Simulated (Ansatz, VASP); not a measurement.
## One calculation of BN, two programs

INCAR

```
  ALGO = Normal
  EDIFF = 1E-6
  ENCUT = 520
  GGA = PE
  ISIF = 2
  ISMEAR = -1
  LASPH = T
  LCHARG = F
  LREAL = F
  LWAVE = F
  NBANDS = 11
  NELM = 100
  PREC = Accurate
  SIGMA = 0.05
```

File KPOINTS:

```
k-points
0
Gamma
  10 10 10
```

File POSCAR:

```
BN
1.0
    0.0000000000      1.8130010000      1.8130010000
    1.8130010000      0.0000000000      1.8130010000
    1.8130010000      1.8130010000      0.0000000000
N B
1 1
Direct
    0.2500000000      0.2500000000      0.2500000000
    0.0000000000      0.0000000000      0.0000000000
```

The input input.yaml:

```yaml
crystal:
  lattice:
    - [0.0, 1.813001, 1.813001]
    - [1.813001, 0.0, 1.813001]
    - [1.813001, 1.813001, 0.0]
  atoms:
    - { symbol: "N", position: [0.25, 0.25, 0.25] }
    - { symbol: B, position: [0.0, 0.0, 0.0] }
kpoints:
  mp_grid: { grid: [10, 10, 10] }
scf:
  occupations: { method: fermi_dirac, width: 0.05 }
hamiltonian:
  xc: pbe
  pseudopotentials: { kind: all_electron, datasets: crystal }
output:
  forces: true
  stress: true
  eigenvalues: true
  elf: true
  volumetric_format: npy
```

Alike in both runs: task single point; functional PBE; k mesh 10 × 10 × 10; occupations fermi-dirac, width 0.05 eV; no spin polarisation.

|  | VASP | Ansatz |
| --- | --- | --- |
| version | VASP 6.6.1 | Ansatz 0.2.0 |
| potentials or method | VASP PAW PBE potentials, release 64 (N, B) | all-electron PAW datasets made for the crystal |
| plane-wave cutoff (eV) | 520 | see its input |

VASP gave:

| Property | Result |
| --- | --- |
| gap on the k mesh at the Fermi level (eV) | 4.45 |
| least direct gap on the mesh (eV) | 8.78 |
| pressure (GPa) | -0.2 |

Question: Which values does Ansatz return?

Answer: gap on the k mesh at the Fermi level (eV): 4.46; least direct gap on the mesh (eV): 8.78; pressure (GPa): -0.4.

Ansatz ran all-electron here, so the differences hold the error of VASP's frozen core and of both bases.

A k mesh can miss the band edges. PBE gaps usually lie below the measured ones, often by a third to a half.
